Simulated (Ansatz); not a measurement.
## AlRu: two-dimensional strain map

Computed with DFT r2SCAN, scalar-relativistic, plane waves, PAW (Ansatz 0.2.0). Cutoff 500 eV, Γ-centred 16×16×16 k-points, Gaussian smearing of 0.15 eV. No spin polarisation. Energies are free energies at this smearing, counted from the undisturbed cell; pressure is positive in compression.

The starting cell (as given, not relaxed at this level; it stands at -2.0 GPa, and it needn't be the usual structure):

```yaml
crystal:
  lattice:
    - [2.99160, 0.00000, 0.00000]
    - [0.00000, 2.99160, 0.00000]
    - [0.00000, 0.00000, 2.99160]
  atoms:
    - { symbol: Al, position: [0.00000, 0.00000, 0.00000] }
    - { symbol: Ru, position: [0.50000, 0.50000, 0.50000] }
```

The cell is strained by p along both x and y and by q along z, fractional coordinates fixed. Points are written (p, q).

Energy above the undisturbed cell in meV/atom (a dash: not computed):

| p \ q | -0.050 | -0.025 | 0.000 | 0.025 | 0.050 |
| --- | --- | --- | --- | --- | --- |
| -0.050 | 214.0 | 145.2 | ? | 77.4 | 71.6 |
| -0.025 | ? | 42.4 | 19.1 | 14.9 | 26.8 |
| 0.000 | 31.4 | 5.2 | 0.0 | 12.3 | 39.3 |
| 0.025 | 31.2 | ? | 31.9 | ? | 98.2 |
| 0.050 | 77.3 | 81.8 | 105.2 | 143.7 | 194.4 |

Q: Fill in the withheld energies.

A: (-0.050, 0.000): 100.9; (-0.025, -0.050): 88.3; (0.025, -0.025): 21.6; (0.025, 0.025): 58.4.